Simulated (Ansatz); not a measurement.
**NaI (Fm-3m) at 2 levels of theory**

One geometry, relaxed with PBE+D3(BJ); plane waves with PAW potentials in Ansatz, scalar-relativistic. No spin polarisation. Gaps are the least over mesh and band path; pressure is positive in compression, and isn't given for hybrids.

```
Na I
1.0
    -2.24772    2.24772    3.18119
     2.24772   -2.24772    3.18119
     2.24772    2.24772   -3.18119
Na I
1 1
Direct
  0.00000 0.00000 0.00000
  0.50000 0.50000 0.00000
```

```json
{"level": "PBE+D3(BJ)", "cutoff (eV)": "420", "k mesh": "8×8×8", "gap (eV)": "3.79", "pressure (GPa)": "0.0"}
```

Task: What comes out on the same cell with HSE06?

Result:
| level | cutoff (eV) | k mesh | gap (eV) | pressure (GPa) |
| --- | --- | --- | --- | --- |
| HSE06 | 420 | 6×6×6 | 4.83 | - |

Spin-orbit coupling matters for the bands of heavy elements and is left out.

The cell was reached from a generator's guess, though it ends in a space group that the Crystallography Open Database lists for this formula.
